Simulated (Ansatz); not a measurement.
# Cobalt, A15 under PBE: structure and ground-state energy

Aim: take cobalt in the A15 structure, relax it, then solve it on a dense k-mesh. The start is ferromagnetic. The k-meshes are 6×6×6 for the relaxation; 8×8×8 for the dense run.

Method: DFT PBE, plane waves (420 eV) with PAW, scalar-relativistic, in Ansatz 0.2.0.

**1. The system as given**

It takes space group Pm-3n (No. 223, cubic). The conventional cell has a = 4.458 Å, b = 4.458 Å, c = 4.458 Å, α = 90.00°, β = 90.00°, γ = 90.00°. Around Co (site symmetry m-3) lie 12 Co at 2.49 Å. Around Co (site symmetry -4m2) lie 6 Co at 2.23 to 2.49 Å.

Coordinates:

```cif
data_structure
_symmetry_space_group_name_H-M 'P 1'
_symmetry_Int_Tables_number 1
_cell_length_a 4.4579
_cell_length_b 4.4579
_cell_length_c 4.4579
_cell_angle_alpha 90.000
_cell_angle_beta 90.000
_cell_angle_gamma 90.000
_cell_volume 88.59
loop_
_atom_site_label
_atom_site_type_symbol
_atom_site_fract_x
_atom_site_fract_y
_atom_site_fract_z
_atom_site_occupancy
Co1 Co 0.00000 0.00000 0.00000 1
Co2 Co 0.50000 0.50000 0.50000 1
Co3 Co 0.25000 0.00000 0.50000 1
Co4 Co 0.75000 0.00000 0.50000 1
Co5 Co 0.50000 0.25000 0.00000 1
Co6 Co 0.50000 0.75000 0.00000 1
Co7 Co 0.00000 0.50000 0.25000 1
Co8 Co 0.00000 0.50000 0.75000 1
```

The atoms start with moments of +1.7 ×8 μB.

**2. Geometry optimisation**

The input, input.yaml:

```yaml
crystal:
  lattice:
    - [4.457857647, 0.0, 0.0]
    - [0.0, 4.457857647, 0.0]
    - [0.0, 0.0, 4.457857647]
  atoms:
    - { symbol: Co, position: [0.0, 0.0, 0.0], spin: 1.7 }
    - { symbol: Co, position: [0.5, 0.5, 0.5], spin: 1.7 }
    - { symbol: Co, position: [0.25, 0.0, 0.5], spin: 1.7 }
    - { symbol: Co, position: [0.75, 0.0, 0.5], spin: 1.7 }
    - { symbol: Co, position: [0.5, 0.25, 0.0], spin: 1.7 }
    - { symbol: Co, position: [0.5, 0.75, 0.0], spin: 1.7 }
    - { symbol: Co, position: [0.0, 0.5, 0.25], spin: 1.7 }
    - { symbol: Co, position: [0.0, 0.5, 0.75], spin: 1.7 }
hamiltonian:
  xc: pbe
  pseudopotentials:
    kind: paw
    azcp:
      Co: "pseudopotentials/Co.paw.azcp"
basis:
  ecutwfc: 420
  fft_grid_basis: typed
kpoints:
  mp_grid: { grid: [6, 6, 6], shift: [0, 0, 0] }
magnetization:
  spin_polarized: true
scf:
  occupations: { method: fermi_dirac, width: 0.05 }
relax:
  max_steps: 60
  f_tol: 0.01
  cell: {}
```

Standard output, shortened:

```text
[...]
Pseudopotentials: kind: paw
Pseudopotential: Co, paw, valence charge 17, recommended cutoff 420 eV (normal), <dir>
Functional definition: PBE
[...]
Crystal: 8 atoms, lattice volume = 88.589 Å³
Basis set: ecut = 420 eV, 1743 PW (Γ), exchange–correlation on 60×60×60 points (8 copies of the dense FFT grid, shifted against one another)
Bands: 90, of which v1, the nominal top of the filled ones, is band 68 counted from 1 (67 counted from 0)
Symmetry: 48 space group operations
Space group: Pm-3n (ITA 223), of the structure as read, at distance tolerance 4.5e-5 Å
Magnetic group: BNS 223.104 (UNI 1606), of the structure as read, at distance tolerance 4.5e-5 Å
k-points: 20 of 216
[...]
Starting moments: Σ|m| = 13.6 μB on 8 of 8 sites
[...]
SCF iter   1: F=—  HF=-41004.887591 eV  |F-HF|=—  |Δ(HF+E_count)|=         —  Δρ=1.06e-1 (↑1.83e-2 ↓1.06e-1)  dr2=7.61e0  dr2_m=1.68e0  M=13.825 μB ∫|m|=14.224 μB  β_m=0.30  ethr=3.10e-3  ⟨swp⟩=5.0  Hψ=11158  notcnv=0  defer=93
[...]
spin=Collinear: Kerker preconditioning applied to the charge; magnetization (m = ρ↑ − ρ↓) channel mixes plain (no charge-response kernel on spin).
[...]
relax step   1: F+E_penalty+E_count = -41008.45460189 eV  Δ(F+E_penalty+E_count) = +0.000e0 eV  max|allowed force component| = 1.503e-17 eV/Å  Δτ_max = 0.0000 Å  P = +1.247 GPa  Ω = 88.589 Å³  (13 SCF iters, dr2 threshold 1.00e-7 eV, accepted)
[...]
  atom   2  Co    -0.00000000     0.00000000    -0.00000000
  atom   3  Co     0.00000000     0.00000000     0.00000000
  atom   4  Co     0.00000000    -0.00000000    -0.00000000
  atom   5  Co    -0.00000000    -0.00000000     0.00000000
  atom   6  Co     0.00000000     0.00000000    -0.00000000
  atom   7  Co    -0.00000000     0.00000000    -0.00000000
  atom   8  Co     0.00000000    -0.00000000    -0.00000000
[...]
--- Stress (GPa, compression-positive) ---
        0.014747       0.000000       0.000000
        0.000000       0.014747       0.000000
        0.000000       0.000000       0.014747
  P = ⅓ Tr σ = 0.0147 GPa (0.147 kbar)
--- Relaxed structure (3 steps of the walk, 3 accepted, 1 SCFs on fresh bases) ---
  F+E_penalty+E_count = -41008.45670457 eV   max|allowed force component| = 6.364e-17 eV/Å   (the final SCF, on the basis selected at the relaxed cell)
  cell:  # Å, volume = 89.1305 Å³
    - [4.466925433784058, 4.734577779951954e-34, -2.6481536735324493e-34]
    - [4.734577779951954e-34, 4.466925433784058, 8.024708101613482e-36]
    - [-3.1296361596292583e-34, 8.024708101613482e-36, 4.466925433784058]
  atoms:
    - { symbol: Co, position: [2.2557836378202313e-35, -1.1588314947405678e-35, 1.6876186816610208e-36] }
    - { symbol: Co, position: [0.5, 0.5, 0.5] }
    - { symbol: Co, position: [0.25, 7.031744506920924e-35, 0.5] }
    - { symbol: Co, position: [0.7500000000000001, 5.5128876934260044e-36, 0.5] }
    - { symbol: Co, position: [0.5, 0.25, -4.612824396540126e-36] }
    - { symbol: Co, position: [0.5, 0.7500000000000001, 6.187935166090409e-36] }
    - { symbol: Co, position: [-2.2895360114534518e-35, 0.5, 0.25] }
    - { symbol: Co, position: [-3.189599308339327e-35, 0.5, 0.7500000000000001] }
```

Run time: 1.8 min. Hardware: 2 threads of an x86-64 CPU, shared host; peak memory 0.71 GiB.

The walk, from the log:

```
step  energy change (meV/atom)  largest force (eV/Å)  pressure (GPa)  volume (Å³/atom)
   1                      0.00                0.0000            1.25            11.074
   2                     -0.17                0.0000            0.54            11.112
   3                     -0.18                0.0000            0.00            11.141
   4                     -0.26                0.0000            0.01            11.141
```

Steps that repeat a cell are solved on a basis chosen anew, so their changes of energy are no gain of the relaxation.

Changes in the cell that was computed:

|  | before | after | change |
| --- | --- | --- | --- |
| a (Å) | 4.458 | 4.467 | +0.2 % |
| b (Å) | 4.458 | 4.467 | +0.2 % |
| c (Å) | 4.458 | 4.467 | +0.2 % |
| volume (Å³/atom) | 11.074 | 11.141 | +0.6 % |
| shortest distance (Å) | 2.229 | 2.233 | +0.2 % |
| space group (spins left aside) | Pm-3n | Pm-3n | same |

**3. The energy on a finer k-mesh**

The input, input.yaml:

```yaml
crystal:
  lattice:
    - [4.4669254338, 0.0, 0.0]
    - [0.0, 4.4669254338, 0.0]
    - [0.0, 0.0, 4.4669254338]
  atoms:
    - { symbol: Co, position: [0.0, 1.0, 0.0], spin: 1.729 }
    - { symbol: Co, position: [0.5, 0.5, 0.5], spin: 1.729 }
    - { symbol: Co, position: [0.25, 0.0, 0.5], spin: 1.788 }
    - { symbol: Co, position: [0.75, 0.0, 0.5], spin: 1.788 }
    - { symbol: Co, position: [0.5, 0.25, 1.0], spin: 1.788 }
    - { symbol: Co, position: [0.5, 0.75, 0.0], spin: 1.788 }
    - { symbol: Co, position: [1.0, 0.5, 0.25], spin: 1.788 }
    - { symbol: Co, position: [1.0, 0.5, 0.75], spin: 1.788 }
hamiltonian:
  xc: pbe
  pseudopotentials:
    kind: paw
    azcp:
      Co: "pseudopotentials/Co.paw.azcp"
basis:
  ecutwfc: 420
  fft_grid_basis: typed
kpoints:
  mp_grid: { grid: [8, 8, 8], shift: [0, 0, 0] }
magnetization:
  spin_polarized: true
scf:
  occupations: { method: fermi_dirac, width: 0.05 }
```

Standard output, shortened:

```text
[...]
[... 3 set-up lines as earlier in the session ...]
[...]
Crystal: 8 atoms, lattice volume = 89.130 Å³
Basis set: ecut = 420 eV, 1743 PW (Γ)
Bands: 91, of which v1, the nominal top of the filled ones, is band 68 counted from 1 (67 counted from 0)
[... 2 set-up lines as earlier in the session ...]
Magnetic group: BNS 223.104 (UNI 1606), of the structure as read, at distance tolerance 4.5e-5 Å
k-points: 35 of 512
[...]
Starting moments: Σ|m| = 14.186 μB on 8 of 8 sites
[...]
SCF iter   1: F=—  HF=-41005.311635 eV  |F-HF|=—  |Δ(HF+E_count)|=         —  Δρ=1.16e-1 (↑1.08e-2 ↓1.16e-1)  dr2=7.66e0  dr2_m=2.54e0  M=14.811 μB ∫|m|=15.296 μB  β_m=0.30  ethr=3.10e-3  ⟨swp⟩=5.3  Hψ=20098  notcnv=0  defer=112
[...]
spin=Collinear: Kerker preconditioning applied to the charge; magnetization (m = ρ↑ − ρ↓) channel mixes plain (no charge-response kernel on spin).
[...]
SCF iter  14: F=-41008.483042 eV  HF=-41008.483043 eV  |F-HF|=3.31e-8  |Δ(HF+E_count)|=   1.29e-9  Δρ=5.90e-6 (↑1.05e-6 ↓5.90e-6)  dr2=3.74e-8  dr2_m=5.07e-9  M=13.516 μB ∫|m|=14.766 μB  ethr=2.85e-12  ⟨swp⟩=1.0  Hψ=17471  notcnv=0
[...]
SCF converged after 14 iterations
Magnetization: 13.5161 μB (74.7580 up, 61.2420 down)
Absolute magnetization: 14.7692 μB (∫|ρ↑−ρ↓|, with the PAW one-centre terms)
Spin contamination: 0.2217 ħ² per cell (⟨S²⟩ above its minimum at these occupations)
[...]
Free energy (F): -41008.483042 eV
[...]
E sigma→0 (E₀):  -41008.446914 eV
Entropy (-TS):   -0.072257 eV (-9.032 meV/atom)
Fermi energy:    18.378297 eV
[...]
```

Wall time 50 s (2 threads of an x86-64 CPU, shared host); peak memory 0.85 GiB.

**4. Summary of results**

```
                      quantity                                  value
space group (spins left aside)                        Pm-3n (No. 223)
             conventional cell                            a = 4.467 Å
                        volume                         11.141 Å³/atom
             shortest distance                                2.233 Å
               gap on the mesh           none (levels filled in part)
                magnetic state  ferromagnetic, up to 1.77 μB per atom
relative to hcp, ferromagnetic                           +96 meV/atom
```

In words: The relaxation enlarged the cell by 0.6 % in volume. Against the reference form of cobalt (hcp, ferromagnetic, computed apart with the same settings) it stands 96 meV/atom higher. It ends ferromagnetic, with up to 1.77 μB per atom. Levels at the Fermi energy are filled in part, as in a metal. The symmetry was held, so the structure may be unstable against distortions that break it.
